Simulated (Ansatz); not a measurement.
Here is an Ansatz 0.2.0 calculation.

The input input.yaml:

```yaml
crystal:
  lattice:
    - [4.7839, 0.0, 0.0]
    - [-2.39195, 4.1429789292, 0.0]
    - [0.0, 0.0, 6.57]
  atoms:
    - { symbol: Ta, position: [0.0, 0.5, 0.3333333333] }
    - { symbol: Ta, position: [0.5, 0.5, 0.6666666667] }
    - { symbol: Ta, position: [0.5, 0.0, 0.0] }
    - { symbol: Si, position: [0.31794, 0.15897, 0.3333333333] }
    - { symbol: Si, position: [0.15897, 0.84103, 0.6666666667] }
    - { symbol: Si, position: [0.84103, 0.68206, 0.0] }
    - { symbol: Si, position: [0.68206, 0.84103, 0.3333333333] }
    - { symbol: Si, position: [0.84103, 0.15897, 0.6666666667] }
    - { symbol: Si, position: [0.15897, 0.31794, 0.0] }
hamiltonian:
  xc: revpbe
  pseudopotentials: { kind: paw }
  dispersion: d4
kpoints:
  mp_grid: { grid: [7, 7, 4] }
scf:
  occupations: { method: fermi_dirac, width: 0.05 }
output:
  forces: true
  stress: true
  eigenvalues: true
  write_density: true
  write_potential: true
  elf: true
  volumetric_format: npy
relax:
  f_tol: 0.01
  max_steps: 40
  cell: { stress_tol: 0.05 }
```

Potentials or basis: Ansatz PAW.

Run with:

```bash
$ ansatz run input.yaml --threads 4 --pin off --max-ram 11264MiB --backend cpu --events-out ev --progress --plain --runs-dir out
```

(1) Estimate the relaxed volume.

(2) What does it give for the space group after relaxing (to 0.05 Å)?

(3) Estimate the band gap on the k mesh.

(4) Estimate the relaxed cell.

Results:

(1) 14.23 Å³/atom.

(2) P6_422 (No. 181).

(3) none (metal or under the smearing width).

(4) a = 4.748 Å, b = 4.748 Å, c = 6.559 Å, α = 90.00°, β = 90.00°, γ = 120.00°.

Caveat: pairwise dispersion overbinds metals, which lowers pressure and volume; the PAW data sets come from PBE, with cores solved anew for the run's functional, which leaves a small shift of forces and pressure.
